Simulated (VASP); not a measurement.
**Lanthanum: La into a neighbouring La vacancy**

How hard is this move in Lanthanum: La into a neighbouring La vacancy? Both ends are relaxed first, then a band of images between them. The start is a cell from a database of measured crystal structures.

Calculated with VASP 6.6.1; PBE; plane waves and PAW (La).

This is a report of a sequence of runs, with most program output left out.

## 1. The host crystal

Symmetry: P6_3/mmc, No. 194, hexagonal system. Conventional cell: a = 3.770 Å, b = 3.770 Å, c = 12.159 Å, α = 90.00°, β = 90.00°, γ = 120.00°. Nearest to La lie 12 La at 3.74 to 3.77 Å. Nearest to La lie 12 La at 3.74 to 3.77 Å.

Structure file:

```cif
data_structure
_symmetry_space_group_name_H-M 'P 1'
_symmetry_Int_Tables_number 1
_cell_length_a 3.7700
_cell_length_b 3.7700
_cell_length_c 12.1590
_cell_angle_alpha 90.000
_cell_angle_beta 90.000
_cell_angle_gamma 120.000
_cell_volume 149.66
loop_
_atom_site_label
_atom_site_type_symbol
_atom_site_fract_x
_atom_site_fract_y
_atom_site_fract_z
_atom_site_occupancy
La1 La 0.66667 0.33333 0.25000 1
La2 La 0.33333 0.66667 0.75000 1
La3 La 0.00000 0.00000 0.50000 1
La4 La 0.00000 0.00000 0.00000 1
```

## 2. Relax the host

First cell and atoms are relaxed at a raised cutoff, so that later runs start from this functional's own cell.

Input file INCAR:

```
SYSTEM = La
PREC = Accurate
ENCUT = 350
EDIFF = 1E-06
NELM = 120
ISMEAR = 1
SIGMA = 0.15
LREAL = .FALSE.
ALGO = Normal
GGA = PE
NBANDS = 28
LASPH = .TRUE.
LORBIT = 11
LWAVE = .FALSE.
LCHARG = .FALSE.
KPAR = 3
IBRION = 2
NSW = 40
ISIF = 3
EDIFFG = -0.02
POTIM = 0.4
```

Input file POSCAR:

```
La
1.0
    3.7700000000      0.0000000000      0.0000000000
   -1.8850000000      3.2649157723      0.0000000000
    0.0000000000      0.0000000000     12.1590000000
La
4
Direct
    0.6666666667      0.3333333333      0.2500000000
    0.3333333333      0.6666666667      0.7500000000
    0.0000000000      0.0000000000      0.5000000000
    0.0000000000      0.0000000000      0.0000000000
```

Input file KPOINTS:

```
Automatic mesh
0
Gamma
7 7 2
0 0 0
```

PAW data sets: La (PBE family, release 64).

The run is started by

```
mpirun -np 3 vasp_std
```

Run time: 53 s. Hardware: 3 MPI ranks of AMD EPYC 9R45, shared host; peak memory 0.64 GiB.

The k-mesh is coarse for a metal. The run keeps the 24 symmetry operations of its start, so it cannot find a distortion of lower symmetry.

The steps of the relaxation:

```csv
step,energy less that of the first step (eV),largest force (eV/Å),pressure (GPa),volume (Å³)
1,0.0000,0.0000,-0.31,149.66
2,-0.0021,0.0000,-0.09,148.42
3,-0.0024,0.0000,0.08,147.49
4,-0.0024,0.0000,0.04,147.70
5,-0.0026,0.0000,0.02,147.80
```

```csv
"conventional cell, symmetrised",before,after,change
a (Å),3.770,3.746,-0.6 %
b (Å),3.770,3.746,-0.6 %
c (Å),12.159,12.164,+0.0 %
volume (Å³/atom),37.42,36.95,-1.2 %
```

The relaxed structure:

```cif
data_structure
_symmetry_space_group_name_H-M 'P 1'
_symmetry_Int_Tables_number 1
_cell_length_a 3.7457
_cell_length_b 3.7457
_cell_length_c 12.1639
_cell_angle_alpha 90.000
_cell_angle_beta 90.000
_cell_angle_gamma 120.000
_cell_volume 147.80
loop_
_atom_site_label
_atom_site_type_symbol
_atom_site_fract_x
_atom_site_fract_y
_atom_site_fract_z
_atom_site_occupancy
La1 La 0.66667 0.33333 0.25000 1
La2 La 0.33333 0.66667 0.75000 1
La3 La 0.00000 0.00000 0.50000 1
La4 La 0.00000 0.00000 0.00000 1
```

This step gave:

| Item | Value |
| --- | --- |
| electronic cycles | 42 |
| electrons | 44 |
| free energy (TOTEN) | -19.58 eV |
| energy at zero smearing | -19.58 eV |
| Fermi energy | 7.900 eV |
| labelled metallic, from the levels on this mesh | yes |

The run ended after 5 ionic steps, 0.003 eV below its first step, once forces and stress met EDIFFG = -0.02.

## 3. Relax the start

System of this step: Lanthanum. The cell holds 15 atoms: 15 La. Cell: a = 7.491 Å, b = 7.491 Å, c = 12.164 Å, α = 90.0°, β = 90.0°, γ = 120.0°. It derives from La (Lanthanum). Nearest the centre at fractional (0.167, 0.083, 0.375): La8 at 1.88 Å, La3 at 3.23 Å, La11 at 3.23 Å, La10 at 3.23 Å, La2 at 3.26 Å, La1 at 4.18 Å, La9 at 4.20 Å, La12 at 4.67 Å.

A path needs two true minima; the start is relaxed with symmetry off.

Input file INCAR:

```
SYSTEM = La
PREC = Normal
ENCUT = 280
EDIFF = 1E-05
NELM = 120
ISMEAR = 1
SIGMA = 0.15
LREAL = Auto
ALGO = Fast
GGA = PE
NBANDS = 102
LASPH = .TRUE.
LORBIT = 11
LWAVE = .FALSE.
LCHARG = .FALSE.
NCORE = 3
IBRION = 2
NSW = 60
ISIF = 2
EDIFFG = -0.05
POTIM = 0.4
MAXMIX = 40
ISYM = 0
```

Input file POSCAR:

```
La
1.0
    7.4914007190      0.0000000000      0.0000000000
   -3.7457003594      6.4877433326      0.0000000000
    0.0000000000      0.0000000000     12.1639394081
La
15
Direct
    0.3355223649      0.6691994984      0.2505433060
    0.8312497449      0.1694576397      0.2507339309
    0.8327955312      0.6684581003      0.2505994315
    0.1674957294      0.3334209516      0.7508989078
    0.1644494305      0.8328311249      0.7492072974
    0.6683266493      0.3334557861      0.7495191414
    0.6641827560      0.8325404775      0.7500133874
    0.0012588439      0.0039892571      0.5016552603
   -0.0101497301      0.4941766708      0.4997126390
    0.4992021690      0.0006586050      0.5003573216
    0.5039400196      0.4965719336      0.4993791403
    0.0064504512      0.0019936146      0.0010902116
   -0.0039125474      0.4949194193      0.0002753462
    0.4983992367     -0.0037836024     -0.0011233641
    0.4983514531      0.4970875802     -0.0001615759
```

Input file KPOINTS:

```
Automatic mesh
0
Gamma
3 3 2
0 0 0
```

The run is started by

```
mpirun -np 3 vasp_std
```

Elapsed: 11 min, on 3 MPI ranks; peak memory 0.55 GiB.

This run has no spin polarisation. Its electron count is odd, so without a moment it is a metal by construction.

Relaxation path:

```csv
step,energy less that of the first step (eV),largest force (eV/Å)
1,0.0000,0.2339
2,-0.0101,0.2010
3,-0.0330,0.1103
4,-0.0474,0.1181
5,-0.0478,0.0909
6,-0.0480,0.0883
7,-0.0480,0.0891
8,-0.0519,0.0512
9,-0.0547,0.0275
```

The atoms that moved most (Å):

```csv
atom,dx,dy,dz,length
La8,-0.008,-0.022,-0.075,0.079
La1,-0.062,-0.041,-0.005,0.074
La15,0.013,0.008,0.067,0.069
La11,-0.035,0.013,-0.057,0.068
La12,-0.031,-0.015,0.058,0.067
La10,0.003,-0.022,-0.055,0.059
La14,0.012,0.003,0.058,0.059
La9,0.045,0.030,-0.022,0.059
```

The relaxed structure:

```xyz
15
Lattice="7.4914 0.0000 0.0000 -3.7457 6.4877 0.0000 0.0000 0.0000 12.1639" Properties=species:S:1:pos:R:3 pbc="T T T"
La   -0.0548    4.3003    3.0428
La    5.5900    1.1383    3.0437
La    3.7884    4.3191    3.0464
La   -0.0102    2.1773    9.1256
La   -1.8835    5.3914    9.1265
La    3.7488    2.1597    9.1242
La    1.8791    5.4093    9.1258
La   -0.0136    0.0043    6.0270
La   -1.8818    3.2360    6.0563
La    3.7403   -0.0179    6.0312
La    1.8806    3.2347    6.0178
La    0.0101   -0.0024    0.0711
La   -1.8738    3.2293    0.0281
La    3.7600   -0.0215    0.0441
La    1.8849    3.2329    0.0649
```

Numbers from this step:

* electronic cycles: 182
* electrons: 165
* free energy (TOTEN): -71.6197 eV
* energy at zero smearing: -71.6352 eV
* Fermi energy: 7.226 eV

The run ended after 9 ionic steps, 0.055 eV below its first step, once the forces on the free atoms met EDIFFG = -0.05.

## 4. Relax the end

The end state is relaxed in the same way, so that both ends share their errors.

INCAR is that of step 3.

Input file POSCAR:

```
La
1.0
    7.4914007190      0.0000000000      0.0000000000
   -3.7457003594      6.4877433326      0.0000000000
    0.0000000000      0.0000000000     12.1639394081
La
15
Direct
    0.3336430985      0.6667763696      0.2491675531
    0.8362920952      0.1694138991      0.2505275401
    0.8322766268      0.6689221574      0.2491755302
    0.1673617672      0.3300292956      0.7515035708
    0.1646883211      0.8294837701      0.7494838852
    0.6672315768      0.3341742770      0.7483850822
    0.6640179153      0.8339485997      0.7492325683
    0.3351327682      0.1690080648      0.2472890569
    0.0025667787      0.5037752633      0.4995108051
    0.4989948304      0.0023189691      0.5004167178
    0.5018596594      0.4989357911      0.4975635882
   -0.0009808840     -0.0013743705      0.0012747907
   -0.0019967918      0.4949725223     -0.0019650921
    0.5034072441      0.0020955361     -0.0010526908
    0.5006839928      0.5013735856      0.0007701524
```

KPOINTS is that of step 3.

The run is started by

```
mpirun -np 3 vasp_std
```

Run time: 8.8 min. Hardware: 3 MPI ranks; peak memory 0.55 GiB.

Relaxation path:

```csv
step,energy less that of the first step (eV),largest force (eV/Å)
1,0.0000,0.1018
2,-0.0023,0.0835
3,-0.0074,0.0789
4,-0.0093,0.0702
5,-0.0099,0.0610
6,-0.0098,0.0524
7,-0.0099,0.0588
8,-0.0109,0.0275
```

The atoms that moved most (Å):

```csv
atom,dx,dy,dz,length
La4,-0.009,-0.003,-0.033,0.034
La7,0.032,-0.005,-0.009,0.034
La8,-0.004,-0.015,0.026,0.030
La3,0.024,0.002,0.011,0.027
La13,0.001,0.021,0.016,0.026
La5,-0.012,0.022,0.002,0.025
La11,-0.011,0.006,0.015,0.020
La15,0.002,-0.002,-0.019,0.020
```

The relaxed structure:

```cif
data_structure
_symmetry_space_group_name_H-M 'P 1'
_symmetry_Int_Tables_number 1
_cell_length_a 7.4914
_cell_length_b 7.4914
_cell_length_c 12.1639
_cell_angle_alpha 90.000
_cell_angle_beta 90.000
_cell_angle_gamma 120.000
_cell_volume 591.20
loop_
_atom_site_label
_atom_site_type_symbol
_atom_site_fract_x
_atom_site_fract_y
_atom_site_fract_z
_atom_site_occupancy
La1 La 0.33379 0.66879 0.24946 1
La2 La 0.83486 0.16726 0.25125 1
La3 La 0.83566 0.66929 0.25011 1
La4 La 0.16591 0.32953 0.74880 1
La5 La 0.16469 0.83281 0.74961 1
La6 La 0.66604 0.33342 0.74839 1
La7 La 0.66798 0.83325 0.74848 1
La8 La 0.33349 0.16677 0.24940 1
La9 La 0.00208 0.50282 0.49975 1
La10 La 0.49891 0.00189 0.49940 1
La11 La 0.50084 0.49991 0.49881 1
La12 La 0.99991 0.99835 0.00008 1
La13 La 0.99970 0.49816 0.99938 1
La14 La 0.50049 0.00052 0.99918 1
La15 La 0.50085 0.50109 0.99918 1
```

This step gave:

| Property | Result |
| --- | --- |
| electronic cycles | 141 |
| free energy (TOTEN) | -71.6304 eV |
| energy at zero smearing | -71.6350 eV |
| Fermi energy | 7.230 eV |

The run ended after 8 ionic steps, 0.011 eV below its first step, once the forces on the free atoms met EDIFFG = -0.05.

## 5. Nudged elastic band

Images on a straight line between the ends relax across the path, while springs keep them spaced along it.

Input file INCAR:

```
SYSTEM = La
PREC = Normal
ENCUT = 280
EDIFF = 1E-05
NELM = 120
ISMEAR = 1
SIGMA = 0.15
LREAL = Auto
ALGO = Fast
GGA = PE
NBANDS = 102
LASPH = .TRUE.
LWAVE = .FALSE.
LCHARG = .FALSE.
IMAGES = 3
SPRING = -5
IBRION = 3
POTIM = 0.15
NSW = 60
EDIFFG = -0.05
ISYM = 0
ISIF = 0
SMASS = 1
```

Input file POSCAR:

```
La
1.0
    7.4914007190      0.0000000000      0.0000000000
   -3.7457003594      6.4877433326      0.0000000000
    0.0000000000      0.0000000000     12.1639394081
La
15
Direct
    0.3241078140      0.6628360906      0.2501460003
    0.8339165912      0.1754607777      0.2502267663
    0.8385614719      0.6657312054      0.2504489606
    0.1664415532      0.3356073127      0.7502185477
    0.1640850650      0.8310194764      0.7502909399
    0.6668637659      0.3328918795      0.7501003757
    0.6677191518      0.8337737030      0.7502309493
    0.9985107623      0.0006574502      0.4954822356
    0.9981932846      0.4987881888      0.4978884734
    0.4978991402      0.9972416237      0.4958275755
    0.5003286972      0.4985819550      0.4947213106
    0.0011632808      0.9996293170      0.0058489089
    0.9987518718      0.4977512491      0.0023129684
    0.5002587328      0.9966933334      0.0036236720
    0.5007609197      0.4983134942      0.0053326971
```

KPOINTS is that of step 4.

Input file 00/POSCAR:

```
La
1.0
    7.4914007190      0.0000000000      0.0000000000
   -3.7457003594      6.4877433326      0.0000000000
    0.0000000000      0.0000000000     12.1639394081
La
15
Direct
    0.3241078140      0.6628360906      0.2501460003
    0.8339165912      0.1754607777      0.2502267663
    0.8385614719      0.6657312054      0.2504489606
    0.1664415532      0.3356073127      0.7502185477
    0.1640850650      0.8310194764      0.7502909399
    0.6668637659      0.3328918795      0.7501003757
    0.6677191518      0.8337737030      0.7502309493
    0.9985107623      0.0006574502      0.4954822356
    0.9981932846      0.4987881888      0.4978884734
    0.4978991402      0.9972416237      0.4958275755
    0.5003286972      0.4985819550      0.4947213106
    0.0011632808      0.9996293170      0.0058489089
    0.9987518718      0.4977512491      0.0023129684
    0.5002587328      0.9966933334      0.0036236720
    0.5007609197      0.4983134942      0.0053326971
```

Input file 01/POSCAR:

```
La
1.0
    7.4914007190      0.0000000000      0.0000000000
   -3.7457003594      6.4877433326      0.0000000000
    0.0000000000      0.0000000000     12.1639394081
La
15
Direct
    0.3265278002      0.6643236491      0.2499737248
    0.8341516008      0.1734103026      0.2504827926
    0.8378355997      0.6666199445      0.2503631486
    0.1663081046      0.3340890900      0.7498634490
    0.1642371780      0.8314664608      0.7501218929
    0.6666573073      0.3330243658      0.7496718492
    0.6677841428      0.8336440233      0.7497943568
    1.0822549948      0.0421848740      0.4339615433
    0.9991660878      0.4997960407      0.4983546294
    0.4981508221      0.9984038797      0.4967218767
    0.5004568108      0.4989139606      0.4957433650
    0.0008492660      0.9993095586      0.0044073731
    0.9989892241      0.4978531743      0.0015787833
    0.5003153596      0.9976498592      0.0025120984
    0.5007820276      0.4990070420      0.0037951675
```

Input file 02/POSCAR:

```
La
1.0
    7.4914007190      0.0000000000      0.0000000000
   -3.7457003594      6.4877433326      0.0000000000
    0.0000000000      0.0000000000     12.1639394081
La
15
Direct
    0.3289477864      0.6658112076      0.2498014493
    0.8343866105      0.1713598276      0.2507388189
    0.8371097275      0.6675086836      0.2502773366
    0.1661746561      0.3325708673      0.7495083504
    0.1643892910      0.8319134452      0.7499528458
    0.6664508487      0.3331568522      0.7492433226
    0.6678491339      0.8335143436      0.7493577642
    1.1659992274      0.0837122978      0.3724408510
    1.0001388911      0.5008038926      0.4988207855
    0.4984025040      0.9995661356      0.4976161780
    0.5005849244      0.4992459663      0.4967654193
    0.0005352513      0.9989898001      0.0029658373
    0.9992265764      0.4979550995      0.0008445981
    0.5003719863      0.9986063850      0.0014005249
    0.5008031356      0.4997005897      0.0022576380
```

Input file 03/POSCAR:

```
La
1.0
    7.4914007190      0.0000000000      0.0000000000
   -3.7457003594      6.4877433326      0.0000000000
    0.0000000000      0.0000000000     12.1639394081
La
15
Direct
    0.3313677725      0.6672987662      0.2496291738
    0.8346216202      0.1693093525      0.2509948451
    0.8363838553      0.6683974227      0.2501915247
    0.1660412075      0.3310526446      0.7491532517
    0.1645414039      0.8323604297      0.7497837988
    0.6662443901      0.3332893385      0.7488147960
    0.6679141250      0.8333846638      0.7489211716
    1.2497434600      0.1252397216      0.3109201587
    1.0011116944      0.5018117444      0.4992869416
    0.4986541858      1.0007283916      0.4985104792
    0.5007130381      0.4995779720      0.4977874736
    0.0002212365      0.9986700416      0.0015243015
    0.9994639286      0.4980570247      0.0001104130
    0.5004286130      0.9995629107      0.0002889513
    0.5008242436      0.5003941375      0.0007201084
```

Input file 04/POSCAR:

```
La
1.0
    7.4914007190      0.0000000000      0.0000000000
   -3.7457003594      6.4877433326      0.0000000000
    0.0000000000      0.0000000000     12.1639394081
La
15
Direct
    0.3337877587      0.6687863247      0.2494568983
    0.8348566298      0.1672588774      0.2512508714
    0.8356579831      0.6692861618      0.2501057127
    0.1659077590      0.3295344219      0.7487981530
    0.1646935169      0.8328074141      0.7496147518
    0.6660379315      0.3334218248      0.7483862695
    0.6679791160      0.8332549841      0.7484845791
    1.3334876925      0.1667671454      0.2493994664
    1.0020844976      0.5028195963      0.4997530976
    0.4989058677      1.0018906476      0.4994047804
    0.5008411517      0.4999099776      0.4988095280
   -0.0000927782      0.9983502832      0.0000827657
    0.9997012809      0.4981589499     -0.0006237722
    0.5004852398      1.0005194365     -0.0008226223
    0.5008453515      0.5010876852     -0.0008174212
```

The run is started by

```
mpirun -np 3 vasp_std
```

It took 2.3 h on 3 MPI ranks; peak memory 0.98 GiB.

The band used up its steps before its forces met the threshold, so no barrier is taken from it.

## 6. Summary of results

| Quantity | Value |
| --- | --- |
| result | none |

In words: The session ends without its result: «nudged elastic band» used up its steps.

[Lines on the potential files, build, host, timing and source positions are cut from VASP's logs without a mark.]

[Logs are printed without paths, hosts, clocks, repeated set-up lines and the standing remarks that a program may print on its own settings, such as how far it seeks lower states.]

[Hosts, paths, dates, database ids (printed as entryN), source tags and the programs' standing remarks are cut or masked in the printed files.]

[Runs that stopped without an error message from VASP are left out.]
